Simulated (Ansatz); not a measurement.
**Symmetry broken, then relaxed in WC**

Level of theory: Ansatz, DFT PBEsol, scalar-relativistic, plane waves, PAW. Cutoff 420 eV, Γ-centred 14×14×14 k-points, Gaussian smearing of 0.15 eV. Spin–orbit coupling is left out, which can shift energies with elements as heavy as these. No spin polarisation. Energies are free energies at this smearing, counted from the undisturbed cell; pressure is positive in compression.

The starting cell (relaxed at this level; this rock-salt form isn't the usual structure):

```
W C
1.0
     0.00000    2.17269    2.17269
     2.17269    0.00000    2.17269
     2.17269    2.17269    0.00000
W C
1 1
Cartesian
  0.0000 0.0000 0.0000
  2.1727 2.1727 2.1727
```

The atoms are displaced (Å, in the unstrained cell):

| atom | ux | uy | uz |
| --- | --- | --- | --- |
| W1 | -0.005 | 0.027 | -0.004 |
| C2 | 0.005 | -0.027 | 0.004 |

Cell and atoms are then relaxed.

Task: Does the relaxation return to the undisturbed structure?

Result: Yes (up to a choice of domain or origin): same space group and volume, and an energy 0.0 meV/atom from it. The disturbance itself cost 6.0 meV/atom. The final space group reads Fm-3m (tolerance 0.05 Å) and the volume changes by 0.02 %.

Final structure:

```
W C
1.0
    -0.00001    2.17280    2.17278
     2.17279   -0.00002    2.17279
     2.17278    2.17280   -0.00001
W C
1 1
Cartesian
  0.0000 0.0000 0.0000
  2.1728 2.1728 2.1728
```

The relaxation, step by step (energy from the first step; small jumps at an unchanged geometry come where the plane waves are selected anew for the new cell):

| step | ΔE (meV/atom) | largest force component (eV/Å) | pressure (GPa) |
| --- | --- | --- | --- |
| 1 | 0.0 | 0.429 | 0.59 |
| 2 | -3.2 | 0.283 | -0.06 |
| 3 | -5.1 | 0.033 | 3.17 |
| 4 | -6.0 | 0.001 | -0.07 |
| 5 | -6.0 | 0.000 | 0.00 |
| 6 | -6.0 | 0.000 | 0.00 |